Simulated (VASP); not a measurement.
GaN, 2 atoms in the cell. The structure is cubic, space group Fm-3m (No. 225). The conventional cell has a = 4.270 Å, b = 4.270 Å, c = 4.270 Å, α = 90.00°, β = 90.00°, γ = 90.00°. Ga (site symmetry m-3m) is surrounded by 6 N at 2.14 Å. N (site symmetry m-3m) is surrounded by 6 Ga at 2.14 Å. Measurements of this composition are mostly on another form, of space group No. 186.

| Property | Result |
| --- | --- |
| Program | VASP 6.6.1 |
| Task | relaxation of cell and atoms |
| Functional | PBEsol |
| Potentials or basis | VASP PAW PBE potentials, release 64 (Ga_d, N) |
| Cutoff | 600 eV |
| k mesh | 14 × 14 × 14 |
| Occupations | gaussian, width 0.02 eV |
| Spin | no spin polarisation |
| Further INCAR settings | ALGO = Normal; EDIFF = 1e-07; IBRION = 2; EDIFFG = -0.005; NSW = 90; ISIF = 3 |

Potentials or basis: VASP PAW PBE potentials, release 64 (Ga_d, N).

Launch:

```bash
$ cat potpaw_PBE.64/Ga_d/POTCAR potpaw_PBE.64/N/POTCAR > POTCAR
$ mpirun -np 1 vasp_std > vasp.out
```

Hardware: 1 thread of Intel(R) Xeon(R) 6975P-C (Granite Rapids) (shared host).

Estimate the wall time of this run.

Wall time 21 s on 1 thread of Intel(R) Xeon(R) 6975P-C (Granite Rapids), with other jobs on the host, peak memory 0.17 GiB. Counts: scf iterations 29, k points 104, ion steps 3.
